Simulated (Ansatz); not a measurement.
# BAs: equation of state with LDA

**Measured values to compare with.**

“Basic Physical Properties of Cubic Boron Arsenide”, 2019, arxiv:1911.11281 quotes, for a bulk crystal of BAs: bulk modulus 148 GPa.

BAs:

```xyz
2
Lattice="0.0000 2.3885 2.3885 2.3885 0.0000 2.3885 2.3885 2.3885 0.0000" Properties=species:S:1:pos:R:3 pbc="T T T"
As    3.5827    3.5827    3.5827
B     0.0000    0.0000    0.0000
```

```yaml
Program: Ansatz 0.2.0
Task: equation of state
Functional: LDA
Potentials_or_basis: JTH PAW LDA
Cutoff: 1350 eV
Density_cutoff: 6750 eV
k_mesh: 10 × 10 × 10
Occupations: fermi-dirac, width 0.05 eV
Spin: no spin polarisation
```

- Equilibrium volume: 13.24 Å³/atom
- Bulk modulus: 147 GPa
- Pressure derivative of the bulk modulus: 4.1

Energy against volume, from the lowest point:
```
volume (Å³/atom)  energy (meV/atom)
          12.809               6.28
          13.081               0.40
          13.354               0.00
          13.626               4.53
          13.899              13.50
          14.171              26.48
          14.444              43.05
```

All runs of the series together: 27 s on 2 threads of AMD EPYC 7R43 64-Core Processor (Zen 3) (shared host).

A measured bulk modulus of BAs is 148 GPa (quoted in “Basic Physical Properties of Cubic Boron Arsenide”, 2019, arxiv:1911.11281); the calculated 147 GPa misses it by -0.6 %. The fit is for a static lattice scaled at fixed shape and fixed fractional positions.

LDA usually gives volumes a few per cent too small.
